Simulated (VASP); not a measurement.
Data:

```yaml
crystal:
  lattice:
    - [0.00000, 3.11600, 3.11600]
    - [3.11600, 0.00000, 3.11600]
    - [3.11600, 3.11600, 0.00000]
  atoms:
    - { symbol: Al, position: [0.00000, 0.00000, 0.00000] }
    - { symbol: Sb, position: [0.25000, 0.25000, 0.25000] }
```

Level of theory: PBE GGA, VASP's PBE PAW potentials (set 64) (plane waves; VASP 6.6.1). Numerical set-up: 520 eV cut-off, 8×8×8 Γ-centred mesh, tetrahedra with Blöchl corrections, potentials Al Sb.

Unless said otherwise, spin-orbit coupling is left out, though it shifts the bands of the heavy elements here.

Question: Tabulate the total density of states (states/eV per cell) against energy (eV; zero at the valence-band maximum or, without a gap, the Fermi level).

Answer: 
```
E (eV) | DOS (states/eV)
    -9.94 | ##### 0.51
    -9.60 | ####### 0.80
    -9.15 | ################## 1.97
    -8.81 | ################### 2.08
    -8.48 |  0.00
    -8.03 |  0.00
    -7.69 |  0.00
    -7.35 |  0.00
    -6.90 |  0.00
    -6.56 |  0.00
    -6.23 |  0.00
    -5.78 |  0.00
    -5.44 |  0.00
    -5.10 | ############################## 3.22
    -4.65 | ######### 0.93
    -4.31 | ##### 0.57
    -3.97 | #### 0.41
    -3.52 | ## 0.25
    -3.19 | ## 0.21
    -2.85 | ############## 1.49
    -2.40 | ############# 1.35
    -2.06 | ################## 1.96
    -1.72 | ################## 1.96
    -1.27 | ################# 1.81
    -0.94 | ############### 1.65
    -0.60 | ####### 0.70
    -0.15 | # 0.15
     0.19 |  0.00
     0.53 |  0.00
     0.98 |  0.00
     1.32 | # 0.06
     1.65 | ##### 0.57
     2.10 | ################### 2.03
     2.44 | ###################### 2.34
     2.78 | ########### 1.15
     3.23 | ########## 1.11
     3.57 | ###################### 2.35
     3.90 | ############### 1.61
     4.35 | ############## 1.47
     4.69 | ############### 1.58
```
Within 2 eV below the valence-band maximum the largest weight inside VASP's projection spheres is Sb p, then Al p.

The compound is AlSb in the zinc blende structure. It was relaxed first.
